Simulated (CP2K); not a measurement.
# SnTe (Fm-3m) in CP2K: equation of state, part 2 of 2

CP2K 2026.2. The steps go on from the part before.

**4. Single point, PBEsol, 31.91 Å³/atom (volume scaled by 1.02)**

Input file snte_eos.inp:

```
&GLOBAL
  PROJECT snte_eos
  RUN_TYPE ENERGY_FORCE
  PRINT_LEVEL LOW
&END GLOBAL
&FORCE_EVAL
  METHOD QS
  STRESS_TENSOR ANALYTICAL
  &DFT
    BASIS_SET_FILE_NAME BASIS_MOLOPT_UZH
    POTENTIAL_FILE_NAME POTENTIAL_UZH
    WFN_RESTART_FILE_NAME previous-RESTART.kp
    &MGRID
      CUTOFF 450
      REL_CUTOFF 60
      NGRIDS 4
    &END MGRID
    &QS
      METHOD GPW
      EPS_DEFAULT 1.0E-10
    &END QS
    &KPOINTS
      SCHEME MONKHORST-PACK 7 7 7
      GAMMA_CENTERED T
      SYMMETRY T
      SYMMETRY_BACKEND SPGLIB
    &END KPOINTS
    &SCF
      SCF_GUESS RESTART
      EPS_SCF 1.0E-6
      MAX_SCF 100
      ADDED_MOS 10
      CHOLESKY OFF
      EPS_EIGVAL 1.0E-7
      &DIAGONALIZATION ON
        ALGORITHM STANDARD
      &END DIAGONALIZATION
      &MIXING ON
        METHOD BROYDEN_MIXING
        ALPHA 0.4
        BETA 1.5
        NBUFFER 8
      &END MIXING
      &SMEAR ON
        METHOD FERMI_DIRAC
        ELECTRONIC_TEMPERATURE [K] 580.226
      &END SMEAR
    &END SCF
    &XC
      &XC_FUNCTIONAL
        &GGA_X_PBE_SOL
        &END GGA_X_PBE_SOL
        &GGA_C_PBE_SOL
        &END GGA_C_PBE_SOL
      &END XC_FUNCTIONAL
    &END XC
    &PRINT
      &KPOINTS ON
      &END KPOINTS
      &MULLIKEN ON
      &END MULLIKEN
      &MO ON
        ENERGIES T
        OCCUPATION_NUMBERS T
        &EACH
          QS_SCF 0
        &END EACH
        ADD_LAST NUMERIC
      &END MO
    &END PRINT
  &END DFT
  &SUBSYS
    &CELL
      ABC 4.4854854299 4.4854854299 4.4854854300
      ALPHA_BETA_GAMMA 60.0000000001 60.0000000000 59.9999999995
      PERIODIC XYZ
    &END CELL
    &COORD
      SCALED
      Te  0.5000000000 0.5000000000 0.5000000000
      Sn  0.0000000000 0.0000000000 0.0000000000
    &END COORD
    &KIND Te
      BASIS_SET TZVP-MOLOPT-PBE-GTH-q6
      POTENTIAL GTH-PBE-q6
    &END KIND
    &KIND Sn
      BASIS_SET TZVP-MOLOPT-PBE-GTH-q4
      POTENTIAL GTH-PBE-q4
    &END KIND
    &PRINT
      &ATOMIC_COORDINATES ON
      &END ATOMIC_COORDINATES
      &CELL ON
      &END CELL
      &SYMMETRY ON
      &END SYMMETRY
    &END PRINT
  &END SUBSYS
  &PRINT
    &FORCES ON
    &END FORCES
    &STRESS_TENSOR ON
    &END STRESS_TENSOR
  &END PRINT
&END FORCE_EVAL
```

Potentials or basis: POTENTIAL_UZH Te GTH-PBE-q6, Sn GTH-PBE-q4; TZVP-MOLOPT-PBE-GTH basis.

On the command line:

```sh
> OMP_NUM_THREADS=1 cp2k.psmp -i snte_eos.inp -o snte_eos.out
```

snte_eos.out:

```text

 CP2K| version string:                                       CP2K version 2026.2
 CP2K| Input file name                                              snte_eos.inp

 GLOBAL| Force Environment number                                              1
 GLOBAL| Basis set file name                                    BASIS_MOLOPT_UZH
 GLOBAL| Potential file name                                       POTENTIAL_UZH
 GLOBAL| MM Potential file name                                     MM_POTENTIAL
 GLOBAL| Coordinate file name                                      __STD_INPUT__
 GLOBAL| Method name                                                        CP2K
 GLOBAL| Project name                                                   snte_eos
 GLOBAL| Run type                                                   ENERGY_FORCE
 GLOBAL| FFT library                                                       FFTW3
[... 6 lines left out ...]
 GLOBAL| Total number of message passing processes                             1
 GLOBAL| Number of threads for this process                                    1
 GLOBAL| CPU model name                                 Intel(R) Xeon(R) 6975P-C

 CELL| Volume [angstrom^3]:                                            63.813616
 CELL| Vector a [angstrom]:       4.485     0.000     0.000   |a| =     4.485485
 CELL| Vector b [angstrom]:       2.243     3.885     0.000   |b| =     4.485485
 CELL| Vector c [angstrom]:       2.243     1.295     3.662   |c| =     4.485485
 CELL| Angle (b,c), alpha [degree]:                                    60.000000
 CELL| Angle (a,c), beta  [degree]:                                    60.000000
 CELL| Angle (a,b), gamma [degree]:                                    60.000000
 CELL| Numerically orthorhombic:                                              NO
 CELL| Periodicity                                                           XYZ

 CELL_REF| Volume [angstrom^3]:                                        63.813616
 CELL_REF| Vector a [angstrom     4.485     0.000     0.000   |a| =     4.485485
 CELL_REF| Vector b [angstrom     2.243     3.885     0.000   |b| =     4.485485
 CELL_REF| Vector c [angstrom     2.243     1.295     3.662   |c| =     4.485485
 CELL_REF| Angle (b,c), alpha [degree]:                                60.000000
 CELL_REF| Angle (a,c), beta  [degree]:                                60.000000
 CELL_REF| Angle (a,b), gamma [degree]:                                60.000000
 CELL_REF| Numerically orthorhombic:                                          NO
[... 11 lines left out ...]

[... 133 lines left out ...]
 MO|      1              -0.248331              -6.757422               2.000000
 MO|      2              -0.120683              -3.283956               2.000000
 MO|      3               0.108628               2.955924               2.000000
 MO|      4               0.108628               2.955929               2.000000
 MO|      5               0.166064               4.518843               1.997486
 MO|      6               0.191590               5.213418               0.001472
 MO|      7               0.194850               5.302130               0.000250
 MO|      8               0.194850               5.302135               0.000250
 MO|      9               0.494218              13.448365               0.000000
 MO|     10               0.560640              15.255788               0.000000
 MO|     11               0.560640              15.255790               0.000000
 MO|     12               0.579056              15.756919               0.000000
 MO|     13               0.674211              18.346227               0.000000
[... 268 lines left out ...]
 MO|      4               0.103767               2.823657               2.000000
 MO|      5               0.145751               3.966099               2.000000
 MO|      6               0.224604               6.111777               0.000000
 MO|      7               0.224604               6.111780               0.000000
 MO|      8               0.227436               6.188838               0.000000
 MO|      9               0.437208              11.897025               0.000000
 MO|     10               0.470199              12.794779               0.000000
 MO|     11               0.470200              12.794782               0.000000
 MO|     12               0.597589              16.261233               0.000000
 MO|     13               0.621413              16.909502               0.000000
 MO|     14               0.621413              16.909511               0.000000
 MO|     15               0.787548              21.430282               0.000000
 MO| Sum:                                                              10.000000
 MO| E(Fermi):            0.178334 a.u.          4.852727 eV

 [... the levels of further k-points ...]

 !-----------------------------------------------------------------------------!
                     Mulliken Population Analysis

 #  Atom  Element  Kind  Atomic population                           Net charge
       1     Te       1          6.367976                             -0.367976
       2     Sn       2          3.632024                              0.367976
 # Total charge                             10.000000                 -0.000000

 !-----------------------------------------------------------------------------!

 ENERGY| Total FORCE_EVAL ( QS ) energy [hartree]            -11.653401937734225

 FORCES| Atomic forces [hartree/bohr]
 FORCES|   Atom     x               y               z               |f|
 FORCES|      1 -2.42925073E-09 -1.84938604E-09 -3.47923494E-09   4.62888362E-09
 FORCES|      2  2.42880721E-09  1.84936847E-09  3.47932430E-09   4.62871103E-09
 FORCES| Sum    -4.43515605E-13 -1.75703908E-14  8.93605945E-14
 FORCES| Total atomic force                                       4.52769396E-13

 STRESS| Analytical stress tensor [bar]
 STRESS|                        x                   y                   z
 STRESS|      x        8.38724576274E+03  -3.23717411365E-03   3.81281615568E-03
 STRESS|      y       -3.23717411365E-03   8.38716901291E+03   9.12970068079E-03
 STRESS|      z        3.81281615568E-03   9.12970068079E-03   8.38697209517E+03
 STRESS| 1/3 Trace                                             8.38712895694E+03
 STRESS| Determinant                                           5.89983630031E+11

 STRESS| Eigenvectors and eigenvalues of the analytical stress tensor [bar]
 STRESS|                        1                   2                   3
 STRESS| Eigenvalues   8.38697161564E+03   8.38716931313E+03   8.38724594206E+03
 STRESS|      x          -0.014439750740      0.039920482853      0.999098517989
 STRESS|      y          -0.046432479639      0.998097988127     -0.040551583576
 STRESS|      z           0.998817059542      0.046976176353      0.012558679155
```

It took 14 s on 1 thread of Intel Xeon 6975P-C (Granite Rapids), shared host; peak memory 0.34 GiB.

What came out:

```yaml
Free_energy: -317.1052 eV
Pressure: 0.8 GPa
Mulliken_charges: Te -0.37; Sn +0.37 e
```

Caveat: Mulliken charges move with the basis; this odd mesh misses L, where the gap lies, so gap, dielectric constants and Born charges aren't listed; the potentials were made for another functional, which shifts forces and pressure; the basis of atomic orbitals isn't converged, which shifts pressures, moduli and gaps.

**5. Single point, PBEsol, 30.03 Å³/atom (volume scaled by 0.96)**

Edit snte_eos.inp of step 4 so:

```diff
@@ -73,4 +73,4 @@
     &CELL
-      ABC 4.4854854299 4.4854854299 4.4854854300
-      ALPHA_BETA_GAMMA 60.0000000001 60.0000000000 59.9999999995
+      ABC 4.3957515448 4.3957515448 4.3957515448
+      ALPHA_BETA_GAMMA 60.0000000008 60.0000000003 59.9999999999
       PERIODIC XYZ
```

On the command line:

```sh
> OMP_NUM_THREADS=1 cp2k.psmp -i snte_eos.inp -o snte_eos.out
```

It took 15 s on 1 thread of Intel Xeon 6975P-C (Granite Rapids), shared host; peak memory 0.34 GiB.

The run converged. Its results:

- Free energy: -317.0492 eV
- Pressure: 4.1 GPa
- Mulliken charges: Te -0.32; Sn +0.32 e

Caveat: Mulliken charges move with the basis; this odd mesh misses L, where the gap lies, so gap, dielectric constants and Born charges aren't listed; the potentials were made for another functional, which shifts forces and pressure; the basis of atomic orbitals isn't converged, which shifts pressures, moduli and gaps.

**6. Single point, PBEsol, 32.53 Å³/atom (volume scaled by 1.04)**

Edit snte_eos.inp of step 5 so:

```diff
@@ -73,4 +73,4 @@
     &CELL
-      ABC 4.3957515448 4.3957515448 4.3957515448
-      ALPHA_BETA_GAMMA 60.0000000008 60.0000000003 59.9999999999
+      ABC 4.5146127748 4.5146127748 4.5146127748
+      ALPHA_BETA_GAMMA 60.0000000004 60.0000000004 59.9999999998
       PERIODIC XYZ
```

Potentials or basis: POTENTIAL_UZH Te GTH-PBE-q6, Sn GTH-PBE-q4; TZVP-MOLOPT-PBE-GTH basis.

On the command line:

```sh
> OMP_NUM_THREADS=1 cp2k.psmp -i snte_eos.inp -o snte_eos.out
```

Wall time 14 s (1 thread of Intel Xeon 6975P-C (Granite Rapids), shared host); peak memory 0.34 GiB.

It converged, with:

| Quantity | Value |
| --- | --- |
| Free energy | -317.1082 eV |
| Pressure | 0.0 GPa |
| Mulliken charges | Te -0.38; Sn +0.38 e |

Caveat: Mulliken charges move with the basis; this odd mesh misses L, where the gap lies, so gap, dielectric constants and Born charges aren't listed; the potentials were made for another functional, which shifts forces and pressure; the basis of atomic orbitals isn't converged, which shifts pressures, moduli and gaps.

**7. Single point, PBEsol, 29.40 Å³/atom (volume scaled by 0.94)**

Edit snte_eos.inp of step 6 so:

```diff
@@ -73,4 +73,4 @@
     &CELL
-      ABC 4.5146127748 4.5146127748 4.5146127748
-      ALPHA_BETA_GAMMA 60.0000000004 60.0000000004 59.9999999998
+      ABC 4.3650110178 4.3650110178 4.3650110179
+      ALPHA_BETA_GAMMA 60.0000000000 60.0000000004 59.9999999999
       PERIODIC XYZ
```

On the command line:

```sh
> OMP_NUM_THREADS=1 cp2k.psmp -i snte_eos.inp -o snte_eos.out
```

Run time: 16 s. Hardware: 1 thread of Intel Xeon 6975P-C (Granite Rapids), shared host; peak memory 0.34 GiB.

It converged, with:

| Item | Value |
| --- | --- |
| Free energy | -317.0119 eV |
| Pressure | 5.5 GPa |
| Mulliken charges | Te -0.31; Sn +0.31 e |

Caveat: Mulliken charges move with the basis; this odd mesh misses L, where the gap lies, so gap, dielectric constants and Born charges aren't listed; the potentials were made for another functional, which shifts forces and pressure; the basis of atomic orbitals isn't converged, which shifts pressures, moduli and gaps.

**8. Single point, PBEsol, 33.16 Å³/atom (volume scaled by 1.06)**

Edit snte_eos.inp of step 7 so:

```diff
@@ -73,4 +73,4 @@
     &CELL
-      ABC 4.3650110178 4.3650110178 4.3650110179
-      ALPHA_BETA_GAMMA 60.0000000000 60.0000000004 59.9999999999
+      ABC 4.5433690455 4.5433690456 4.5433690456
+      ALPHA_BETA_GAMMA 60.0000000003 59.9999999997 59.9999999996
       PERIODIC XYZ
```

On the command line:

```sh
> OMP_NUM_THREADS=1 cp2k.psmp -i snte_eos.inp -o snte_eos.out
```

Run time: 14 s. Hardware: 1 thread of Intel Xeon 6975P-C (Granite Rapids), shared host; peak memory 0.34 GiB.

The run converged. Its results:

- Free energy: -317.1048 eV
- Pressure: -0.8 GPa
- Mulliken charges: Te -0.39; Sn +0.39 e

Caveat: Mulliken charges move with the basis; this odd mesh misses L, where the gap lies, so gap, dielectric constants and Born charges aren't listed; the potentials were made for another functional, which shifts forces and pressure; the basis of atomic orbitals isn't converged, which shifts pressures, moduli and gaps.

**9. Equation of state, PBEsol**

Potentials or basis: POTENTIAL_UZH Te GTH-PBE-q6, Sn GTH-PBE-q4; TZVP-MOLOPT-PBE-GTH basis.

This step only gathers the single runs of the series.

What came out:

```yaml
Equilibrium_volume: 32.50 Å³/atom
Bulk_modulus: 44 GPa
Pressure_derivative_of_the_bulk_modulus: 4.5
```

Energy against volume, from the lowest point:
```csv
volume (Å³/atom),energy (meV/atom)
29.404,48.18
30.030,29.53
30.656,15.86
31.281,6.68
31.907,1.53
32.532,0.00
33.158,1.74
```

Caveat: this odd mesh misses L, where the gap lies, so gap, dielectric constants and Born charges aren't listed; the potentials were made for another functional, which shifts forces and pressure; the basis of atomic orbitals isn't converged, which shifts pressures, moduli and gaps.
